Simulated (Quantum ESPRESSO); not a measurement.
## Al in Quantum ESPRESSO: the effect of functional

Crystal: Al.

```
Al
1.0
     0.00000    2.02481    2.02481
     2.02481    0.00000    2.02481
     2.02481    2.02481    0.00000
Al
1
Direct
  0.00000 0.00000 0.00000
```

Alike in all runs:

```yaml
Program: Quantum ESPRESSO 7.5
Task: phonons
Cutoff: 612 eV
Density_cutoff: 4898 eV
k_mesh: 11 × 11 × 11
Occupations: cold, width 0.2 eV
Spin: no spin polarisation
```

Each run relaxes the cell or the atoms first.

```csv
functional,potentials or basis,relaxed volume (Å³/atom),highest phonon frequency (cm⁻¹)
LDA,GBRV 1.5 LDA,15.83,334
PBEsol,GBRV 1.5 PBEsol,16.19,333
RPBE,GBRV 1.5 PBE,16.75,322
BLYP,GBRV 1.5 PBE,17.44,278
revPBE,GBRV 1.5 PBE,16.69,322
vdW-DF-cx,GBRV 1.5 PBE,?,?
```

What does the run with functional vdW-DF-cx give?

Relaxed volume 16.34 Å³/atom; highest phonon frequency 329 cm⁻¹.

Caveats: the q point doesn't lie on the k mesh, which can shift a metal's frequencies strongly unless the mesh is converged; the potentials were made for another functional, which shifts forces and pressure (some runs).

Runs at the PBE level aren't shown here.
